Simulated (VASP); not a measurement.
TaN, 6 atoms in the cell. The structure is hexagonal, space group P-62m (No. 189). The conventional cell has a = 5.196 Å, b = 5.196 Å, c = 2.911 Å, α = 90.00°, β = 90.00°, γ = 120.00°. Around Ta (site symmetry -62m) lie 3 N at 2.04 Å. Around Ta (site symmetry -6) lie 6 N at 2.16 Å. N (site symmetry m2m) is surrounded by 5 Ta at 2.04 to 2.16 Å. 

```yaml
Program: VASP 6.6.1
Task: phonons
Functional: LDA
Potentials_or_basis: VASP PAW LDA potentials, release 64 (Ta_pv, N)
Cutoff: 600 eV
k_mesh: 5 × 5 × 7
Occupations: gaussian, width 0.02 eV
Spin: no spin polarisation
Further_INCAR_settings: ALGO = Normal; EDIFF = 1e-08; IBRION = 8; NSW = 1
```

Potentials or basis: VASP PAW LDA potentials, release 64 (Ta_pv, N).

The run is started by

```sh
$ cat potpaw_LDA.64/Ta_pv/POTCAR potpaw_LDA.64/N/POTCAR > POTCAR
$ cp INCAR.step1 INCAR
$ mpirun -np 1 vasp_std > vasp.out
$ cp CONTCAR POSCAR
$ cp INCAR.step2 INCAR
$ mpirun -np 1 vasp_std > vasp.out
```

Hardware: 1 thread of AMD EPYC 9R45 96-Core Processor (Zen 5), on a shared host.

Problem. Estimate the wall time of this run.

Solution. It took 18 min on 1 thread of AMD EPYC 9R45 96-Core Processor (Zen 5), on a shared host, peak memory 0.38 GiB. Counts: scf iterations 141, k points 20, ion steps 13.
